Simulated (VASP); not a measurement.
# SnSe in VASP: work function with PBE

Aim: the work function of SnSe with PBE.

Program: VASP 6.6.1. These are calculated values, not measurements. Logs are shortened: lines on timing, memory, paths and dates and some standing lists are left out, and cuts for length are marked.

### 1 The undisturbed slab

The cell holds a slab with vacuum, 8 atoms: a = 4.257 Å, b = 4.257 Å, c = 24.030 Å, α = 90.00°, β = 90.00°, γ = 90.00°.

### 2 Work function, PBE (the (1 0 0) slab of SnSe, cut from the database cell, not relaxed)

Input file INCAR:

```
  ALGO = Fast
  DIPOL = 0.5 0.5 0.500
  EDIFF = 1E-6
  ENCUT = 520
  GGA = PE
  IDIPOL = 3
  ISIF = 2
  ISMEAR = 0
  LASPH = T
  LCHARG = T
  LDIPOL = T
  LELF = T
  LREAL = F
  LVACPOTAV = T
  LVHAR = T
  LWAVE = F
  NELM = 80
  PREC = Accurate
  SIGMA = 0.05
```

Input file KPOINTS:

```
k-points
0
Gamma
  6 6 1
```

Input file POSCAR:

```
SnSe
1.0
    4.2567828227      0.0000000000      0.0000000000
    0.0000000000      4.2567828227      0.0000000000
    0.0000000000      0.0000000000     24.0300000000
Sn Se
4 4
Direct
    0.5000000000      0.5000000000      0.3121098627
    0.0000000000      0.0000000000      0.4373699542
    0.5000000000      0.5000000000      0.5626300458
    0.0000000000      0.0000000000      0.6878901373
    0.0000000000      0.0000000000      0.3121098627
    0.5000000000      0.5000000000      0.4373699542
    0.0000000000      0.0000000000      0.5626300458
    0.5000000000      0.5000000000      0.6878901373
```

Potentials or basis: VASP PAW PBE potentials, release 64 (Sn_d, Se).

Launch:

```
cat potpaw_PBE.64/Sn_d/POTCAR potpaw_PBE.64/Se/POTCAR > POTCAR
mpirun -np 1 vasp_std > vasp.out
```

OUTCAR:

```text
EDIFF = 1E-6
   ENCUT = 520
   GGA = PE
   ISIF = 2
   ISMEAR = 0
   LASPH = T
   LREAL = F
   NELM = 80
   PREC = Accurate

 ion  position               nearest neighbor table
   1  0.500  0.500  0.312-   6 3.01   5 3.01   5 3.01   5 3.01   5 3.01
   2  0.000  0.000  0.437-   5 3.01   6 3.01   6 3.01   6 3.01   6 3.01   7 3.01
   3  0.500  0.500  0.563-   8 3.01   7 3.01   7 3.01   7 3.01   7 3.01   6 3.01
   4  0.000  0.000  0.688-   7 3.01   8 3.01   8 3.01   8 3.01   8 3.01
   5  0.000  0.000  0.312-   2 3.01   1 3.01   1 3.01   1 3.01   1 3.01
   6  0.500  0.500  0.437-   1 3.01   2 3.01   2 3.01   2 3.01   2 3.01   3 3.01
   7  0.000  0.000  0.563-   4 3.01   3 3.01   3 3.01   3 3.01   3 3.01   2 3.01
   8  0.500  0.500  0.688-   3 3.01   4 3.01   4 3.01   4 3.01   4 3.01

  LATTYP: Found a simple tetragonal cell.
 ALAT       =     4.2567828227
 C/A-ratio  =     5.6451082897

  Lattice vectors:

 A1 = (   4.2567828227,   0.0000000000,   0.0000000000)
 A2 = (   0.0000000000,   4.2567828227,   0.0000000000)
 A3 = (   0.0000000000,   0.0000000000,  24.0300000000)

Analysis of symmetry for initial positions (statically):
=====================================================================
 Subroutine PRICEL returns:
 Original cell was already a primitive cell.

 Routine SETGRP: Setting up the symmetry group for a
 simple tetragonal supercell.

 Subroutine GETGRP returns: Found 16 space group operations
 (whereof  8 operations were pure point group operations)
 out of a pool of 16 trial point group operations.

The static configuration has the point symmetry C_4v.
 The point group associated with its full space group is D_4h.

Analysis of symmetry for dynamics (positions and initial velocities):
=====================================================================
 Subroutine PRICEL returns:
 Original cell was already a primitive cell.

 Routine SETGRP: Setting up the symmetry group for a
 simple tetragonal supercell.

 Subroutine GETGRP returns: Found 16 space group operations
 (whereof  8 operations were pure point group operations)
 out of a pool of 16 trial point group operations.

The dynamic configuration has the point symmetry C_4v.
 The point group associated with its full space group is D_4h.

 Subroutine INISYM returns: Found 16 space group operations
 (whereof  8 operations are pure point group operations),
 and found     1 'primitive' translations

----------------------------------------------------------------------------------------

                                     Primitive cell

  volume of cell :     435.4284

  direct lattice vectors                    reciprocal lattice vectors
     4.256782823  0.000000000  0.000000000     0.234919196  0.000000000  0.000000000
     0.000000000  4.256782823  0.000000000     0.000000000  0.234919196  0.000000000
     0.000000000  0.000000000 24.030000000     0.000000000  0.000000000  0.041614648

  length of vectors
     4.256782823  4.256782823 24.030000000     0.234919196  0.234919196  0.041614648

  position of ions in fractional coordinates (direct lattice)
     0.500000000  0.500000000  0.312109863
     0.000000000  0.000000000  0.437369954
     0.500000000  0.500000000  0.562630046
     0.000000000  0.000000000  0.687890137
     0.000000000  0.000000000  0.312109863
     0.500000000  0.500000000  0.437369954
     0.000000000  0.000000000  0.562630046
     0.500000000  0.500000000  0.687890137

  ion indices of the primitive-cell ions
   primitive index   ion index
                 1           1
                 2           2
                 3           3
                 4           4
                 5           5
                 6           6
                 7           7
                 8           8

----------------------------------------------------------------------------------------

 KPOINTS: k-points

Automatic generation of k-mesh.
 Grid dimensions read from file:
 generate k-points for:    6    6    1

 Generating k-lattice:

  Cartesian coordinates                     Fractional coordinates (reciprocal lattice)
     0.039153199  0.000000000  0.000000000     0.166666667  0.000000000  0.000000000
     0.000000000  0.039153199  0.000000000     0.000000000  0.166666667  0.000000000
     0.000000000  0.000000000  0.041614648     0.000000000  0.000000000  1.000000000

  Length of vectors
     0.039153199  0.039153199  0.041614648

  Shift w.r.t. Gamma in fractional coordinates (k-lattice)
     0.000000000  0.000000000  0.000000000

 Subroutine IBZKPT returns following result:
 ===========================================

 Found     10 irreducible k-points:

 Following reciprocal coordinates:
            Coordinates               Weight
  0.000000  0.000000  0.000000      1.000000
  0.166667  0.000000  0.000000      4.000000
  0.333333  0.000000  0.000000      4.000000
  0.500000  0.000000  0.000000      2.000000
  0.166667  0.166667  0.000000      4.000000
  0.333333  0.166667  0.000000      8.000000
  0.500000  0.166667  0.000000      4.000000
  0.333333  0.333333  0.000000      4.000000
  0.500000  0.333333  0.000000      4.000000
  0.500000  0.500000  0.000000      1.000000
   k-points           NKPTS =     10   k-points in BZ     NKDIM =     10   number of bands    NBANDS=     48
   number of dos      NEDOS =    301   number of ions     NIONS =      8
   total plane-waves  NPLWV = 184320
   dimension x,y,z NGX =    32 NGY =   32 NGZ =  180
   dimension x,y,z NGXF=    64 NGYF=   64 NGZF=  360
   ions per type =               4   4
   NGX,Y,Z   is equivalent  to a cutoff of  12.50, 12.50, 12.45 a.u.
   NGXF,Y,Z  is equivalent  to a cutoff of  24.99, 24.99, 24.91 a.u.
 SYSTEM =  unknown system
   PREC   = accura    normal or accurate (medium, high low for compatibility)
   ISTART =      0    job   : 0-new  1-cont  2-samecut
   ICHARG =      2    charge: 1-file 2-atom 10-const
   ISPIN  =      1    spin polarized calculation?
   LNONCOLLINEAR =      F non collinear calculations
   LSORBIT =      F    spin-orbit coupling
   LASPH  =      T    aspherical Exc in radial PAW
   ENCUT  =  520.0 eV  38.22 Ry    6.18 a.u.   7.91  7.91 44.68*2*pi/ulx,y,z
   NELM   =     80;   NELMIN=  2; NELMDL= -5     # of ELM steps
   EDIFF  = 0.1E-05   stopping-criterion for ELM
   LREAL  =      F    real-space projection
   EDIFFG = 0.1E-04   stopping-criterion for IOM
   NSW    =      0    number of steps for IOM
   IBRION =     -1    ionic relax: 0-MD 1-quasi-New 2-CG
   NFREE  =      0    steps in history (QN), initial steepest desc. (CG)
   ISIF   =      2    stress and relaxation
   ISYM   =      2    0-nonsym 1-usesym 2-fastsym
   POTIM  = 0.5000    time-step for ionic-motion
   TEBEG  =    0.0;   TEEND  =   0.0 temperature during run
   PSTRESS=    0.0 pullay stress
   NELECT =      80.0000    total number of electrons
   NUPDOWN=      -1.0000    fix difference up-down
   EMIN   =  10.00;   EMAX   =-10.00  energy-range for DOS
   EFERMI =   0.00;   METHOD = LEGACY
   ISMEAR =     0;   SIGMA  =   0.05  broadening in eV -4-tet -1-fermi 0-gaus
   EFERMI_NEDOS =   21; number of points for ismear=-14 and -15
   IALGO  =     68    algorithm
   IMIX   =      4    mixing-type and parameters
     AMIX     =   0.40;   BMIX     =  1.00
     AMIX_MAG =   1.60;   BMIX_MAG =  1.00
  volume/ion in A,a.u.               =      54.43       367.30
  Fermi-wavevector in a.u.,A,eV,Ry     =   0.930678  1.758726 11.784832  0.866161
  Thomas-Fermi vector in A             =   2.057091
   LORBIT       =      0    0 simple, 1 ext, 2 COOP (PROOUT), +10 PAW based schemes
   GGA     = PE    functional components
   LHFCALC =     F    Hartree Fock is set to
   AEXX    =    0.0000 exact exchange contribution
   IVDW    =     0    specifies the selected vdW correction
   LEPSILON=     F    determine dielectric tensor
   LRPA    =     F    only Hartree local field effects (RPA)
 non-spin polarized calculation
 RMM-DIIS sequential band-by-band and
 Gauss-broadening in eV      SIGMA  =   0.05
  energy-cutoff  :      520.00
  volume of cell :      435.43
 maximum number of plane-waves:     11765
 NGX is ok and might be reduce to    32
   NGX = 15   NGY = 15   NGZ = 89

 dipolmoment           0.000000      0.000000      0.000000 electrons x Angstroem

 number of electron      80.0000002 magnetization

 dipolmoment           0.000000      0.000000     -0.000000 electrons x Angstroem

 Free energy of the ion-electron system (eV)
  ---------------------------------------------------
  ext. energy  EPLUGINS =         0.00000000
  ---------------------------------------------------
  free energy    TOTEN  =       -32.39789099 eV

  energy without entropy =      -32.39789099  energy(sigma->0) =      -32.39789099

 E-fermi :   0.8545     XC(G=0):  -5.3424

 val. band max:        0.6232651707   @ k =   0.5000   0.0000   0.0000
 cond. band min:       1.2753821264   @ k =   0.5000   0.0000   0.0000
 fundamental gap:      0.6521169557
 Fermi energy:         0.8544663415

 k-point     1 :       0.0000    0.0000    0.0000
  band No.  band energies     occupation
      1     -21.0202      2.00000
      2     -21.0201      2.00000
      3     -20.9899      2.00000
      4     -20.9899      2.00000
      5     -20.9899      2.00000
      6     -20.9899      2.00000
[... 40 lines left out ...]
     47       5.0393      0.00000
     48       5.3203      0.00000

 k-point     2 :       0.1667    0.0000    0.0000
  band No.  band energies     occupation
      1     -21.0184      2.00000
      2     -21.0183      2.00000
      3     -20.9908      2.00000
      4     -20.9908      2.00000
      5     -20.9898      2.00000
      6     -20.9898      2.00000
[... 400 lines left out ...]
 k-point    10 :       0.5000    0.5000    0.0000
  band No.  band energies     occupation
      1     -21.0084      2.00000
      2     -21.0084      2.00000
      3     -20.9931      2.00000
      4     -20.9931      2.00000
      5     -20.9931      2.00000
      6     -20.9931      2.00000
[... 40 lines left out ...]
     47       5.1029      0.00000
     48       5.1030      0.00000

------------------------ aborting loop because EDIFF is reached ----------------------------------------

  FORCE on cell =-STRESS in cart. coord.  units (eV):
  Direction    XX          YY          ZZ          XY          YZ          ZX
  --------------------------------------------------------------------------------------
  -------------------------------------------------------------------------------------
  Total        0.1379019      0.1379019     -2.5103583      0.0000000      0.0000000      0.0000000
  in kB        0.5074161      0.5074161     -9.2369702      0.0000000      0.0000000      0.0000000
  external PRESSURE =      -2.7407127 kB  Pullay stress =       0.0000000 kB

 VOLUME and BASIS-vectors are now :
 -----------------------------------------------------------------------------
  energy-cutoff  :      520.00
  volume of cell :      435.43
      direct lattice vectors                 reciprocal lattice vectors
     4.256782823  0.000000000  0.000000000     0.234919196  0.000000000  0.000000000
     0.000000000  4.256782823  0.000000000     0.000000000  0.234919196  0.000000000
     0.000000000  0.000000000 24.030000000     0.000000000  0.000000000  0.041614648

 POSITION                                       TOTAL-FORCE (eV/Angst)
 -----------------------------------------------------------------------------------
      2.12839      2.12839      7.50000        -0.000000     -0.000000      0.366512
      0.00000      0.00000     10.51000         0.000000     -0.000000     -0.445747
      2.12839      2.12839     13.52000        -0.000000     -0.000000      0.445747
      0.00000      0.00000     16.53000         0.000000      0.000000     -0.366512
      0.00000      0.00000      7.50000         0.000000      0.000000      0.209716
      2.12839      2.12839     10.51000        -0.000000      0.000000     -0.467646
      0.00000      0.00000     13.52000         0.000000     -0.000000      0.467646
      2.12839      2.12839     16.53000         0.000000     -0.000000     -0.209716
 -----------------------------------------------------------------------------------
    total drift:                                0.000000     -0.000000     -0.000000

  FREE ENERGIE OF THE ION-ELECTRON SYSTEM (eV)
  ---------------------------------------------------
  free  energy   TOTEN  =       -32.3978909919 eV

  energy  without entropy=      -32.3978909919  energy(sigma->0) =      -32.39789099

 vacuum level on the upper side and lower side of the slab         4.848         4.848
```

It took 3.9 min on 1 thread of AMD EPYC 9R45 (Zen 5), shared host; peak memory 0.47 GiB.

What came out:

- Free energy: -32.3979 eV
- Largest force: 0.468 eV/Å
- Band gap on the k mesh: 0.65 eV, direct
- Ionisation potential of the upper face: 4.22 eV

Forces on the atoms (eV/Å):
```
Sn   0.000  0.000  0.367
Sn   0.000  0.000 -0.446
Sn   0.000  0.000  0.446
Sn   0.000  0.000 -0.367
Se   0.000  0.000  0.210
Se   0.000  0.000 -0.468
Se   0.000  0.000  0.468
Se   0.000  0.000 -0.210
```

Caveat: spin-orbit coupling is left out, which moves the levels of the heavy elements.
